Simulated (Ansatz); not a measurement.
AlN:

```
Al N
1.0
     0.00000    2.03452    2.03452
     2.03452    0.00000    2.03452
     2.03452    2.03452    0.00000
Al N
1 1
Direct
  0.50000 0.50000 0.50000
  0.00000 0.00000 0.00000
```

Measurements of this composition are mostly on another form, of space group No. 186.

Base run:

* Program: Ansatz 0.2.0
* Functional: LDA
* Potentials or basis: all-electron LAPW, scalar-relativistic
* Cutoff: 322 eV (chosen from the basis error)
* Basis error allowed: 0.001 eV/atom
* k mesh: 11 × 11 × 11
* Occupations: fermi-dirac, width 0.05 eV
* Spin: no spin polarisation

Its results: band gap on the k mesh 4.41 eV, indirect (least direct gap 5.49 eV); pressure -10.9 GPa.

Q: The run is repeated on the same cell with these changes: functional from LDA to PBE. What comes out?

A: Band gap on the k mesh 4.57 eV, indirect (least direct gap 5.41 eV); pressure 0.3 GPa.

PBE binds less tightly than LDA, so the same cell stands under more pressure.

Caveats: the mesh misses the band edges, which the band path finds closer together.
